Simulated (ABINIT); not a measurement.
PbO2, 3 atoms in the cell. The typed cell holds 3 atoms: a = 3.831 Å, b = 3.779 Å, c = 3.823 Å, α = 60.87°, β = 61.50°, γ = 58.86°. The cell comes from a database or a generator and needn't be the stable form of this composition. The cell isn't the ideal one: cell strained at random.

| Property | Result |
| --- | --- |
| Program | ABINIT 10.8.3 (patched build) |
| Task | single point |
| Functional | LDA |
| Potentials or basis | PseudoDojo NC SR LDA v0.4.1 standard |
| Cutoff | 952 eV |
| k mesh | 7 × 7 × 7 |
| Occupations | fermi-dirac, width 0.05 eV |
| Spin | no spin polarisation |

Potentials or basis: PseudoDojo NC SR LDA v0.4.1 standard.

Run with:

```console
$ abinit run.abi > log 2>&1
```

Hardware: 1 thread of Arm Neoverse V1 (shared host).

**Question.** How long does it take, and how much memory?

**Answer.** It took 4 min on 1 thread of Arm Neoverse V1, on a shared host, peak memory 0.18 GiB. Counts: scf iterations 9, mpi ranks 1, k points 172, bands 17, plane waves 2659.
